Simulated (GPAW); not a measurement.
The system is GaP.

```
CELL_PARAMETERS angstrom
0.00000 2.72525 2.72525
2.72525 0.00000 2.72525
2.72525 2.72525 0.00000
ATOMIC_POSITIONS crystal
Ga 0.00000 0.00000 0.00000
P 0.75000 0.75000 0.75000
```

| Quantity | Value |
| --- | --- |
| Program | GPAW 26.7.0 |
| Task | relaxation of cell and atoms |
| Functional | RPBE |
| Potentials or basis | the program's PAW data sets (release 1.2.1) made for this functional |
| Cutoff | 600 eV |
| Basis | pw |
| k mesh | 8 × 8 × 8 |
| Occupations | fermi-dirac, width 0.05 eV |
| Spin | no spin polarisation |

At the start: pressure 6.7 GPa; volume 20.24 Å³/atom.

Question: Where does the relaxation end?

Answer: Over 13 steps the energy falls by 31.4 meV/atom and the volume is 21.81 Å³/atom (+7.8 %); space group F-43m (No. 216, to 0.05 Å).

Step by step:
```csv
step,energy change (eV),largest force (eV/Å),pressure (GPa),volume (Å³)
1,0.0000,0.0000,6.70,40.48
2,-0.0196,0.0000,5.42,41.00
3,-0.0456,0.0000,3.28,41.96
4,-0.0615,0.0000,0.84,43.21
5,-0.0590,0.0000,-1.40,44.58
6,-0.0592,0.0000,-1.36,44.55
7,-0.0598,0.0000,-1.26,44.49
8,-0.0604,0.0000,-1.12,44.39
9,-0.0612,0.0000,-0.93,44.27
10,-0.0619,0.0000,-0.72,44.13
11,-0.0625,0.0000,-0.47,43.98
12,-0.0628,0.0000,-0.20,43.81
13,-0.0628,0.0000,0.12,43.63
```

Final structure:
```yaml
crystal:
  lattice:
    - [0.00000, 2.79410, 2.79410]
    - [2.79410, 0.00000, 2.79410]
    - [2.79410, 2.79410, 0.00000]
  atoms:
    - { symbol: Ga, position: [0.00000, 0.00000, 0.00000] }
    - { symbol: P, position: [0.75000, 0.75000, 0.75000] }
```

Caveat: the data sets keep Ga 3d, Li 1s and Be 1s frozen, and some such compounds lay over 1.5 % in volume off other programs; later steps reuse the first step's grids.
